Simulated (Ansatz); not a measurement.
## Rb: strain energy, fitted

Rb, Cmcm, a = 5.027 Å, b = 8.806 Å, c = 8.210 Å. This isn't the element's structure at ambient conditions. Ansatz: PBE, PAW, 420 eV, Γ-centred 8×6×6 mesh on 4 atoms, Gaussian smearing 0.10 eV; no spin polarisation. Series: biaxial strain in the a-b plane, c and atoms relaxed; x is the strain in per cent. y is the free energy over the unstrained cell, V0 = 90.850 Å³/atom.

| x (%) | y (meV/atom) |
| --- | --- |
| -6.0 | ? |
| -4.0 | 7.05 |
| -2.0 | 1.98 |
| 0.0 | 0.00 |
| 2.0 | 0.68 |
| 4.0 | 3.49 |

Fit y = c2 x² + c3 x³ to the other rows, turn c2 into a modulus, and predict the missing energy.

Least squares on the rows shown. y = 0.32956 x² − 0.028635 x³. In eV per unit strain² c2 is 3.296; M is the biaxial modulus (E = M V0 ε²): 3.296 × 160.2 / (90.850) = 5.8 GPa. The unstrained cell keeps some stress along the strain, worth a slope of -0.30 meV/atom per %, which the form leaves out. At x = -6.0 the fit asked for gives 18.05 meV/atom. The run gave 15.67 meV/atom, so the fit is 2.38 meV/atom too high, 15 % of the span of the series, against an rms of 0.30 meV/atom on the fitted rows. The row lies outside the fitted range. With a term in x⁴ added, a fit to the same known rows predicts 17.86 meV/atom, no real gain.